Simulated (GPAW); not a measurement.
Crystal: Ti.

```
CELL_PARAMETERS angstrom
2.95000 0.00000 0.00000
-1.47500 2.55477 0.00000
0.00000 0.00000 4.68000
ATOMIC_POSITIONS crystal
Ti 0.66667 0.33333 0.75000
Ti 0.33333 0.66667 0.25000
```

| Item | Value |
| --- | --- |
| Program | GPAW 26.7.0 |
| Task | relaxation of cell and atoms |
| Functional | PBEsol |
| Dispersion | D4 |
| Potentials or basis | PAW data sets generated in the run's folder for this functional |
| Cutoff | 600 eV |
| Basis | pw |
| k mesh | 9 × 9 × 5 |
| Occupations | fermi-dirac, width 0.05 eV |
| Spin | no spin polarisation |

At the start: pressure -7.3 GPa; volume 17.64 Å³/atom.

Q: How do energy, volume and symmetry change on relaxing?

A: Over 4 steps the energy falls by 21.4 meV/atom and the volume is 16.50 Å³/atom (-6.4 %); space group P6_3/mmc (No. 194, to 0.05 Å).

The path:
| step | energy change (eV) | largest force (eV/Å) | pressure (GPa) | volume (Å³) |
| --- | --- | --- | --- | --- |
| 1 | 0.0000 | 0.0000 | -7.33 | 35.27 |
| 2 | -0.0214 | 0.0000 | -5.61 | 34.67 |
| 3 | -0.0422 | 0.0000 | 0.37 | 32.90 |
| 4 | -0.0429 | 0.0000 | -0.01 | 33.00 |

Final structure:
```yaml
crystal:
  lattice:
    - [2.88775, 0.00000, 0.00000]
    - [-1.44388, 2.50087, 0.00000]
    - [0.00000, 0.00000, 4.56957]
  atoms:
    - { symbol: Ti, position: [0.66667, 0.33333, 0.75000] }
    - { symbol: Ti, position: [0.33333, 0.66667, 0.25000] }
```

Caveat: later steps reuse the first step's grids; pairwise dispersion overbinds metals, which lowers pressure and volume.
